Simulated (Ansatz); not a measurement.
Rocksalt AlN, relaxed with r2SCAN in Ansatz. The symmetry is Fm-3m (No. 225, cubic); a = 4.038 Å in the conventional setting, 8.23 Å³ an atom. Al is surrounded by 6 N at 2.02 Å; N is surrounded by 6 Al at 2.02 Å.

The axes x, y and z are those of this cell:
```
Al N
1.0
     0.00000    2.01887    2.01887
     2.01887    0.00000    2.01887
     2.01887    2.01887    0.00000
Al N
1 1
Direct
  0.00000 0.00000 0.00000
  0.50000 0.50000 0.50000
```

Unstrained: PBE gives an indirect gap of 4.669 eV, from Γ to X; the least direct gap is 5.726 eV at Γ. With r2SCAN the valence top lies at Γ and the conduction bottom at X, 5.522 eV higher; the smallest vertical gap, at Γ, is 6.530 eV. HSE06 gives an indirect gap of 6.083 eV, from Γ to X; the least direct gap is 7.266 eV at Γ. Meshes: PBE 10×10×10, r2SCAN 10×10×10, HSE06 8×8×8. Strains are changes of length per length. After each strain the atoms were relaxed again with r2SCAN within the symmetry that the strain leaves, so tilts or polar shifts that break it weren't tested; points keep the names that they have in the unstrained zone. No spin polarisation. The prototype was imposed, so other structures may be more stable.

**Question.** One strain changed the r2SCAN stress by xx -2.46, yy -2.46, zz -0.01 GPa (compression positive) and the gap by -0.134 eV (PBE), -0.138 eV (r2SCAN), -0.147 eV (HSE06). Which kind of strain was it, and roughly how large?

**Answer.** Epitaxial +0.5 % in the xy plane, free normal strain -0.38 %. The pattern of the stress gives the kind; the size needs the stiffness, so it is an estimate.

**Question.** One strain changed the r2SCAN stress by xx +2.40, yy +0.91, zz +0.91 GPa (compression positive) and the gap by +0.006 eV (PBE), +0.007 eV (r2SCAN), +0.006 eV (HSE06). Which kind of strain was it, and roughly how large?

**Answer.** Uniaxial -0.5 % along x, other directions held. The pattern of the stress gives the kind; the size needs the stiffness, so it is an estimate.

**Question.** Estimate what uniaxial +3.0 % along z, other directions held does to the gap.

**Answer.** PBE: the gap goes from 4.669 to 4.172 eV (-0.497 eV); with r2SCAN the top three valence levels at Γ, degenerate before, become 1+2 from the top over 211 meV. r2SCAN: the gap goes from 5.522 to 5.007 eV (-0.515 eV). HSE06: the gap goes from 6.083 to 5.528 eV (-0.555 eV). The r2SCAN energy rises by 9.6 meV an atom.

**Question.** One strain changed the r2SCAN stress by xx +30.14, yy +30.14, zz +30.14 GPa (compression positive) and the gap by +0.442 eV (PBE), +0.321 eV (r2SCAN), +0.312 eV (HSE06). Which kind of strain was it, and roughly how large?

**Answer.** Isotropic -3.0 % on every length. The pattern of the stress gives the kind; the size needs the stiffness, so it is an estimate.

**Question.** Apply isotropic -2.5 % on every length. How far does the gap move, against the unstrained cell?

**Answer.** PBE: the gap goes from 4.669 to 5.143 eV (+0.474 eV). r2SCAN: the gap goes from 5.522 to 5.874 eV (+0.352 eV). HSE06: the gap goes from 6.083 to 6.421 eV (+0.338 eV). The r2SCAN energy rises by 42.9 meV an atom.

The meshes of the hybrids are coarse, so their gaps aren't converged to the digits shown.

The splittings at Γ are without spin-orbit coupling, which regroups them where it is of like size or larger.
